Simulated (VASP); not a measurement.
From an Ansatz input to VASP: ZnSe (zincblende)

Ansatz input

```yaml
crystal:
  lattice:
    - [0.0, 2.7008445593, 2.7008445593]
    - [2.7008445593, 0.0, 2.7008445593]
    - [2.7008445593, 2.7008445593, 0.0]
  atoms:
    - { symbol: Zn, position: [0.0, 0.0, 0.0] }
    - { symbol: Se, position: [0.25, 0.25, 0.25] }
kpoints:
  mp_grid: { grid: [8, 8, 8] }
hamiltonian:
  xc: pbe
scf:
  occupations: { method: fermi_dirac, width: 0.02 }
relax:
  f_tol: 0.005
  cell: {}
```

Question: Which VASP files do the same job?

Answer: 

INCAR

```
EDIFF = 1E-7
ISMEAR = -1
NSW = 40
EDIFFG = -5E-3
ISIF = 3
IBRION = 2
LREAL = .FALSE.
PREC = Accurate
LASPH = .TRUE.
GGA = PE
ENCUT = 600
NBANDS = 16
LWAVE = .FALSE.
LCHARG = .FALSE.
SIGMA = 0.02
NELM = 120
```

KPOINTS

```
KPOINTS created by Atomic Simulation Environment
0
Gamma
8 8 8
0 0 0
```

POSCAR

```
Zn Se
 1.0000000000000000
     0.0000000000000000    2.7008445593000001    2.7008445593000001
     2.7008445593000001    0.0000000000000000    2.7008445593000001
     2.7008445593000001    2.7008445593000001    0.0000000000000000
 Zn  Se
   1   1
Cartesian
  0.0000000000000000  0.0000000000000000  0.0000000000000000
  1.3504222796500001  1.3504222796500001  1.3504222796500001
```

VASP ran with the recommended PBE PAW datasets (18 valence electrons in the cell). Other inputs would serve too.

|  | Ansatz | VASP |
| --- | --- | --- |
| relaxed cell vector lengths | 4.053, 4.053, 4.053 Å | 4.058, 4.058, 4.058 Å |
| relaxed cell volume | 47.09 Å³ | 47.26 Å³ |

Each program uses its own PAW datasets. VASP's cell holds 18 valence electrons and Ansatz's 28.
